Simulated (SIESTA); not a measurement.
TiO2:

```
Ti O
1.0
     4.59984    0.00000    0.00000
     0.00000    4.59984    0.00000
     0.00000    0.00000    2.95921
Ti O
2 4
Direct
  0.00000 0.00000 0.50000
  0.50000 0.50000 0.00000
  0.30432 0.30432 0.50000
  0.19568 0.80432 0.00000
  0.80432 0.19568 0.00000
  0.69568 0.69568 0.50000
```

The cell is a database's computed one.

Base run:

| Item | Value |
| --- | --- |
| Program | SIESTA 5.4.2 |
| Functional | PBE |
| Potentials or basis | PseudoDojo 0.4 standard (PBE files) |
| Basis | DZP (energy shift 0.003 Ry; two zetas on semicore shells) |
| Grid cutoff | 800 Ry |
| Energy shift | 0.003 Ry |
| k mesh | 6 × 6 × 9 |
| Occupations | fermi-dirac, width 0.05 eV |
| Spin | no spin polarisation |
| Hubbard terms | Ti d U = 4 eV |

Its results: band gap on the k mesh 2.23 eV, indirect (least direct gap 2.27 eV); pressure 15.4 GPa; largest force 0.128 eV/Å.

The run is repeated on the same cell with these changes: hubbard terms from Ti d U = 4 eV to Ti d U = 8 eV. What comes out?

Band gap on the k mesh 2.81 eV, direct; pressure 23.8 GPa; largest force 0.196 eV/Å.

Caveats: an odd mesh through Γ misses points on the zone boundary, where band edges often lie; the basis of atomic orbitals isn't converged, which shifts pressures, moduli and gaps.
